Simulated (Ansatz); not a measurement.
# AlAs: the cost of one run

Computed with Ansatz 0.2.0 (DFT LDA, scalar-relativistic, plane waves, PAW, unless a step's input says otherwise).

4 further runs of the same task are left out: 1 that didn't finish, 3 set aside as unsound or not needed.

## 1. The starting structure

It takes space group F-43m (No. 216, cubic). Conventional cell: a = 5.629 Å, b = 5.629 Å, c = 5.629 Å, α = 90.00°, β = 90.00°, γ = 90.00°. Around Al (site symmetry -43m) lie 4 As at 2.44 Å. As (site symmetry -43m) is surrounded by 4 Al at 2.44 Å.

Structure file:

```cif
data_structure
_symmetry_space_group_name_H-M 'F-43m'
_symmetry_Int_Tables_number 216
_cell_length_a 5.6291
_cell_length_b 5.6291
_cell_length_c 5.6291
_cell_angle_alpha 90.000
_cell_angle_beta 90.000
_cell_angle_gamma 90.000
_cell_volume 178.37
loop_
_atom_site_label
_atom_site_type_symbol
_atom_site_symmetry_multiplicity
_atom_site_Wyckoff_symbol
_atom_site_fract_x
_atom_site_fract_y
_atom_site_fract_z
_atom_site_occupancy
Al1 Al 4 a 0.00000 0.00000 0.00000 1
As1 As 4 c 0.25000 0.25000 0.25000 1
```

This cell was relaxed beforehand with the same method: volume 22.30 Å³/atom, gap on the mesh 1.32 eV.

## 2. The cell under 50 GPa

What is minimised here is the enthalpy; the energy can go up as the cell is squeezed.

input.yaml reads:

```yaml
crystal:
  lattice:
    - [0.0, 2.8145444719, 2.8145444719]
    - [2.8145444719, 0.0, 2.8145444719]
    - [2.8145444719, 2.8145444719, 0.0]
  atoms:
    - { symbol: Al, position: [0.0, 0.0, 0.0] }
    - { symbol: As, position: [0.75, 0.75, 0.75] }
basis:
  ecutwfc: 420
kpoints:
  mp_grid: { grid: [8, 8, 8] }
hamiltonian:
  xc: lda
scf:
  occupations: { method: fixed }
output:
  forces: true
  stress: true
  eigenvalues: true
relax:
  adjacent_minimum: "off"
  f_tol: 0.001
  max_steps: 60
  cell: { stress_tol: 0.02, p_target: 50.0 }
```

The run is started by

```bash
$ ansatz run input.yaml --threads 1 --pin off --max-ram 1228MiB --backend cpu --events-out ev --progress --plain --runs-dir out
```

What time and memory should one allow on 1 thread of Arm Neoverse N1, shared host?

About 28 s, with a peak of 0.36 GiB.
